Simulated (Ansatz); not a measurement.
Write the native input for Ansatz 0.2.0 that does the following.

```
Task                : band structure
Functional          : PBEsol
Potentials or basis : all-electron LAPW, scalar-relativistic
Cutoff              : 208 eV (chosen from the basis error)
Basis error allowed : 0.001 eV/atom
k mesh              : 9 × 9 × 9
Occupations         : fermi-dirac, width 0.05 eV
Spin                : no spin polarisation
```

The system is Sn.

```
Sn
1.0
    -2.94014    2.94014    1.59930
     2.94014   -2.94014    1.59930
     2.94014    2.94014   -1.59930
Sn
2
Direct
  0.00000 0.00000 0.00000
  0.75000 0.25000 0.50000
```

These files were run (other wordings do the same):

input.yaml

```yaml
crystal:
  lattice:
    - [-2.9401404553, 2.9401404553, 1.5993019889]
    - [2.9401404553, -2.9401404553, 1.5993019889]
    - [2.9401404553, 2.9401404553, -1.5993019889]
  atoms:
    - { symbol: Sn, position: [0.0, 0.0, 0.0] }
    - { symbol: Sn, position: [0.75, 0.25, 0.5] }
kpoints:
  mp_grid: { grid: [9, 9, 9] }
  band_path:
    path:
      - [0.0, 0.0, 0.0]
      - [0.0, 0.0, 0.5]
      - [-0.5, 0.5, 0.5]
      - [0.0, 0.0, 0.0]
      - [0.3239715651, 0.3239715651, -0.3239715651]
      - [0.25, 0.25, 0.25]
      - [0.0, 0.5, 0.0]
      - [-0.3239715651, 0.6760284349, 0.3239715651]
    npoints: 10
scf:
  occupations: { method: fermi_dirac, width: 0.05 }
hamiltonian:
  xc: pbesol
  pseudopotentials: { kind: all_electron, lapw: { basis_error: 0.001 } }
output:
  forces: true
  stress: true
  eigenvalues: true
```

Potentials or basis: all-electron LAPW, scalar-relativistic.

Launch:

```console
$ ansatz run input.yaml --threads 1 --pin off --max-ram 3072MiB --backend cpu --events-out ev --progress --plain --runs-dir out
```

Results of the run:

```
Pressure                : -1.4 GPa
Band gap along the path : none (metal or under the smearing width)
```

Caveat: spin-orbit coupling is left out, which moves the levels of the heavy elements.

It took 22 s on 1 thread of Arm Neoverse V2, with other jobs on the host, peak memory 0.36 GiB.
